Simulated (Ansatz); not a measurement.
# InAs (F-43m) in Ansatz: reference runs

Aim: a first look at InAs with PBE, on the cell as given and on a disturbed one.

Program: Ansatz 0.2.0. These are calculated values, not measurements. Logs are shortened: lines on timing, memory, paths and dates and some standing lists are left out, and cuts for length are marked.

**The experiment to reproduce.**

A printed reference work, data compilation reports, for a bulk crystal of InAs at 4.2 K: band gap 0.418 eV (direct).

The results are compared with them further down.

## Step 1: The crystal as given

Symmetry: F-43m, No. 216, cubic system. Conventional cell: a = 6.036 Å, b = 6.036 Å, c = 6.036 Å, α = 90.00°, β = 90.00°, γ = 90.00°. In (site symmetry -43m) has 4 As at 2.61 Å as nearest neighbours. As (site symmetry -43m) is surrounded by 4 In at 2.61 Å.

## Step 2: Single point, PBE

Input file input.yaml:

```yaml
crystal:
  lattice:
    - [0.0, 3.018, 3.018]
    - [3.018, 0.0, 3.018]
    - [3.018, 3.018, 0.0]
  atoms:
    - { symbol: In, position: [0.0, 0.0, 0.0] }
    - { symbol: As, position: [0.75, 0.75, 0.75] }
hamiltonian:
  xc: pbe
  pseudopotentials: { kind: paw }
kpoints:
  mp_grid: { grid: [8, 8, 8] }
scf:
  occupations: { method: fermi_dirac, width: 0.05 }
output:
  forces: true
  stress: true
  eigenvalues: true
  write_density: true
  write_potential: true
  elf: true
  volumetric_format: npy
```

Potentials or basis: Ansatz PAW.

Launch:

```bash
> ansatz run input.yaml --threads 1 --pin off --max-ram 2560MiB --backend cpu --events-out ev --progress --plain --runs-dir out
```

The program printed:

```text
Warning: RAYON_NUM_THREADS=1 ignored (pool sized by the plan → 1); use --threads N
Engine: ansatz 0.2.0, aarch64-unknown-linux-gnu
Pseudopotentials: kind: paw
Pseudopotential: In, paw, valence charge 13, recommended cutoff 420 eV (normal), In.paw.azcp
Pseudopotential: As, paw, valence charge 15, recommended cutoff 420 eV (normal), As.paw.azcp
Functional definition: PBE
  parameter kappa = 0.804
  parameter beta = 0.06672455060314922
  exchange = pbe_x(kappa = kappa, mu = beta*pi^2/3)
  correlation = pbe_c(beta = beta)
Crystal: 2 atoms, lattice volume = 54.978 Å³
Basis set: ecut = 420 eV, 1067 PW (Γ), exchange–correlation on 60×60×60 points (8 copies of the dense FFT grid, shifted against one another)
Bands: 18, of which v1, the nominal top of the filled ones, is band 14 counted from 1 (13 counted from 0)
Symmetry: 24 space group operations
Space group: F-43m (ITA 216), of the structure as read, at distance tolerance 3.8e-5 Å
k-points: 29 of 512 (time reversal used)
Non-local potential: In, projectors of the file, l = 0: 2, l = 1: 2, l = 2: 2, l = 3: 2
Non-local potential: As, projectors of the file, l = 0: 2, l = 1: 2, l = 2: 3, l = 3: 1
PAW form: soft (Blöchl's): semilocal exchange-correlation on the pseudo side does not see the compensation charge
PAW one-centre angular grid: In, 590 points (default); XC on 64 Gauss nodes
PAW one-centre angular grid: As, 590 points (default); XC on 64 Gauss nodes
Initial density: superposition of atomic densities (neutral atoms: chi_scale 0, normalization atom), corrected by the library's trained network
Initial wavefunctions: pseudopotential atomic-orbital guess
Functional: x = pbe(κ = 0.804, μ = 0.2195149727645171), c = pbe(β = 0.06672455060314922)
SCF iter   1: F=—  HF=-10454.416336 eV  |F-HF|=—  |Δ(HF+E_count)|=         —  Δρ=2.35e-3  dr2=6.56e-3  ethr=1.77e-3  ⟨swp⟩=6.0  Hψ=2563  notcnv=0
preconditioner: auto → none  [insulator: Δε(μ)=0.941 eV  Ē_g=14.778 eV  σ=0.050 eV  W_gap=0.72  n_scr=14 (ndim 8)  ℏωp=21.2 eV  f_vac=0.106  D(μ)=0.06/eV (n_scr^D=0)  ε∞_Penn≈3.1]
SCF iter   2: F=—  HF=-10454.413473 eV  |F-HF|=—  |Δ(HF+E_count)|=   2.86e-3  Δρ=1.01e-3  dr2=5.78e-4  ethr=2.34e-5  ⟨swp⟩=2.0  Hψ=1129  notcnv=0
SCF iter   3: F=—  HF=-10454.413344 eV  |F-HF|=—  |Δ(HF+E_count)|=   1.29e-4  Δρ=2.92e-4  dr2=5.43e-5  ethr=2.06e-6  ⟨swp⟩=2.0  Hψ=784  notcnv=0
SCF iter   4: F=—  HF=-10454.413382 eV  |F-HF|=—  |Δ(HF+E_count)|=   3.76e-5  Δρ=1.00e-4  dr2=5.60e-6  ethr=1.94e-7  ⟨swp⟩=2.0  Hψ=638  notcnv=0
SCF iter   5: F=—  HF=-10454.413390 eV  |F-HF|=—  |Δ(HF+E_count)|=   7.80e-6  Δρ=3.18e-5  dr2=5.95e-7  ethr=2.00e-8  ⟨swp⟩=2.0  Hψ=929  notcnv=0
SCF iter   6: F=-10454.413390 eV  HF=-10454.413390 eV  |F-HF|=5.48e-9  |Δ(HF+E_count)|=   1.04e-7  Δρ=5.34e-6  dr2=1.15e-8  ethr=3.57e-10  ⟨swp⟩=9.6  Hψ=3951  notcnv=0
SCF 1 converged in 6 iterations: F = -10454.413390 eV  dr2 = 1.15e-8
  Residual-converged pass: ⟨swp⟩=1.1  Hψ=642  notcnv=0  max |occ|·‖R‖ = 7.1e-9 eV (tolerance 1.0e-8 eV)  dr2=1.15e-8  dr2_onsite=3.07e-8  max |Δocc| = 3.3e-11
SCF converged after 6 iterations
Free energy (F): -10454.413390 eV
Harris-Foulkes:  -10454.413390 eV  (|F-HF|=5.48e-9)
Internal energy: -10454.412841 eV  (E = F + TS)
E sigma→0 (E₀):  -10454.413115 eV
Entropy (-TS):   -0.000548 eV (-0.274 meV/atom)
Fermi energy:    7.970398 eV
--- Per-component energies (eV) ---
  E_band       = -309.880634
  E_kinetic    = 347.392652
  E_local      = -3267.660630  (includes V_loc(G=0)·N_el)
  E_nonlocal   = -303.266843
  E_hartree    = 1582.486420
  E_xc         = -294.805638
  E_vxc        = -178.992881  (∫ρ·V_xc dr)
  E_paw        = -5990.759420  (= ΣΔE_a)
  E_vpaw       = -72.331154  (= ΣTr[D̂ρ^β])
  E_aug_tail   = 0.000035  (compensation charges beyond the density's cutoff)
  E_ewald      = -2527.799418
  E_smearing   = -0.000548  (= −TS)
  E_closure    = -0.000000  (closes the sum)
  Σ components = -10454.413390   (vs F -10454.413390, Δ=0.00e0)
--- Forces (eV/Å), atoms counted from 1 ---
  atom   1  In    -0.00000000    -0.00000000     0.00000000
  atom   2  As     0.00000000    -0.00000000     0.00000000
  max |Σ_I F_I| component: 2.01e-16 eV/Å
--- Stress (GPa, compression-positive) ---
        4.291896      -0.000000       0.000000
        0.000000       4.291896       0.000000
       -0.000000       0.000000       4.291896
  P = ⅓ Tr σ = 4.2919 GPa (42.919 kbar)
--- Band table (eV; the first three rows and the last of 29) ---
  k-point 0: bands = ["-27.0527", "-27.0527", "-27.0527", "-27.0447", "-27.0447", "-6.4759", "-6.4759", "-6.4759", "-6.3479", "-6.3479", "-3.9771", "7.7517", "7.9221", "7.9221", "7.9221", "11.8424", "11.8424", "11.8424"]
  k-point 1: bands = ["-27.0527", "-27.0527", "-27.0527", "-27.0446", "-27.0446", "-6.4967", "-6.4699", "-6.4699", "-6.3480", "-6.3480", "-3.8139", "6.0425", "7.7287", "7.7287", "9.0419", "11.9984", "12.1243", "12.1243"]
  k-point 2: bands = ["-27.0527", "-27.0526", "-27.0526", "-27.0446", "-27.0446", "-6.5434", "-6.4570", "-6.4570", "-6.3467", "-6.3467", "-3.3673", "4.2190", "7.3476", "7.3476", "9.1850", "12.5596", "12.5596", "13.1050"]
  k-point 28: bands = ["-27.0527", "-27.0527", "-27.0522", "-27.0446", "-27.0443", "-6.6394", "-6.4244", "-6.4001", "-6.3636", "-6.3398", "-1.8932", "2.2131", "4.9524", "5.0343", "12.1613", "12.2212", "12.9436", "14.0177"]
```

Run time: 3.7 s. Hardware: 1 thread of Arm Neoverse V2, shared host; peak memory 0.33 GiB.

What came out:

* Free energy: -10454.4134 eV
* Pressure: 4.3 GPa
* Band gap on the k mesh: none (metal or under the smearing width)

Caveat: this crystal is a semiconductor, whose small gap the functional closes, so the metal is an error of the method.

## Step 3: Single point, PBE (atoms moved at random, drawn with an rms of 0.05 Å)

Input file input.yaml:

```yaml
crystal:
  lattice:
    - [0.0, 3.018, 3.018]
    - [3.018, 0.0, 3.018]
    - [3.018, 3.018, 0.0]
  atoms:
    - { symbol: In, position: [0.006425, -0.004728, -0.004095] }
    - { symbol: As, position: [0.759253, 0.747064, 0.747187] }
hamiltonian:
  xc: pbe
  pseudopotentials: { kind: paw }
kpoints:
  mp_grid: { grid: [8, 8, 8] }
scf:
  occupations: { method: fermi_dirac, width: 0.05 }
output:
  forces: true
  stress: true
  eigenvalues: true
```

Potentials or basis: Ansatz PAW.

Launch:

```bash
> ansatz run input.yaml --threads 1 --pin off --max-ram 2560MiB --backend cpu --events-out ev --progress --plain --runs-dir out
```

The program printed:

```text
Warning: RAYON_NUM_THREADS=1 ignored (pool sized by the plan → 1); use --threads N
[... 9 set-up lines as earlier in the session ...]
Crystal: 2 atoms, lattice volume = 54.978 Å³
Basis set: ecut = 420 eV, 1067 PW (Γ), exchange–correlation on 60×60×60 points (8 copies of the dense FFT grid, shifted against one another)
Bands: 18, of which v1, the nominal top of the filled ones, is band 14 counted from 1 (13 counted from 0)
Symmetry: 1 space group operations
[... 35 lines left out ...]
  E_vpaw       = -72.328873  (= ΣTr[D̂ρ^β])
  E_aug_tail   = 0.000035  (compensation charges beyond the density's cutoff)
  E_ewald      = -2527.751910
  E_smearing   = -0.000528  (= −TS)
  E_closure    = -0.000000  (closes the sum)
  Σ components = -10454.411622   (vs F -10454.411622, Δ=0.00e0)
--- Forces (eV/Å), atoms counted from 1 ---
  atom   1  In     0.07817820     0.10199196     0.11388685
  atom   2  As    -0.07817958    -0.10199360    -0.11388883
  max |Σ_I F_I| component: 1.98e-6 eV/Å
--- Stress (GPa, compression-positive) ---
        4.303830       0.380211       0.339872
        0.380211       4.301739       0.258786
        0.339872       0.258786       4.300490
  P = ⅓ Tr σ = 4.3020 GPa (43.020 kbar)
--- Band table (eV; the first three rows and the last of 260) ---
  k-point 0: bands = ["-27.0547", "-27.0523", "-27.0518", "-27.0445", "-27.0445", "-6.4825", "-6.4745", "-6.4733", "-6.3485", "-6.3485", "-3.9769", "7.7515", "7.8752", "7.9400", "7.9504", "11.8217", "11.8291", "11.8783"]
  k-point 1: bands = ["-27.0547", "-27.0523", "-27.0517", "-27.0445", "-27.0444", "-6.4972", "-6.4743", "-6.4677", "-6.3487", "-6.3485", "-3.8140", "6.0501", "7.6908", "7.7583", "9.0409", "11.9903", "12.0955", "12.1621"]
  k-point 2: bands = ["-27.0546", "-27.0522", "-27.0517", "-27.0445", "-27.0444", "-6.5436", "-6.4613", "-6.4555", "-6.3476", "-6.3470", "-3.3681", "4.2288", "7.3087", "7.3825", "9.1780", "12.5084", "12.6065", "13.1054"]
  k-point 259: bands = ["-27.0548", "-27.0520", "-27.0515", "-27.0445", "-27.0444", "-6.6076", "-6.4405", "-6.4399", "-6.3410", "-6.3408", "-2.4752", "2.0762", "6.9223", "6.9357", "8.9360", "12.6233", "12.6442", "14.8097"]
```

Run time: 20 s. Hardware: 1 thread of Arm Neoverse V2, shared host; peak memory 0.53 GiB.

Results:

| Item | Value |
| --- | --- |
| Free energy | -10454.4116 eV |
| Pressure | 4.3 GPa |
| Largest force | 0.172 eV/Å |
| Band gap on the k mesh | none (metal or under the smearing width) |

Forces on the atoms (eV/Å):
```
In   0.078  0.102  0.114
As  -0.078 -0.102 -0.114
```

## Step 4: How close it comes

Step 2. A measured gap of InAs is 0.418 eV (direct; 4.2 K; a printed reference work, data compilation); the calculated 0.00 eV misses it by -0.42 eV. Spin-orbit coupling on As, In is left out. The value is that of PBE on a finite k mesh, which can miss the band edges, without temperature or zero-point motion. Semilocal functionals fall short of measured gaps as a rule.
